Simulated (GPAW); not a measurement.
The system is W.

```
CELL_PARAMETERS angstrom
-1.58234 1.58234 1.58234
1.58234 -1.58234 1.58234
1.58234 1.58234 -1.58234
ATOMIC_POSITIONS crystal
W 0.00000 0.00000 0.00000
```

Base run:

- Program: GPAW 26.7.0
- Functional: LDA
- Potentials or basis: the program's PAW data sets (release 1.2.1) made for this functional
- Cutoff: 600 eV
- Basis: pw
- k mesh: 12 × 12 × 12
- Occupations: fermi-dirac, width 0.05 eV
- Spin: no spin polarisation
- Hubbard terms: W d U = 5 eV

Its results: band gap on the k mesh none (metal or under the smearing width); pressure -0.7 GPa.

Task: The run is repeated on the same cell with these changes: hubbard terms from W d U = 5 eV to W d U = 4 eV. What comes out?

Result: Band gap on the k mesh none (metal or under the smearing width); pressure -3.2 GPa.

Caveats: U without spin polarisation on a metal has little footing; the U is typed as a test and isn't derived for this compound.
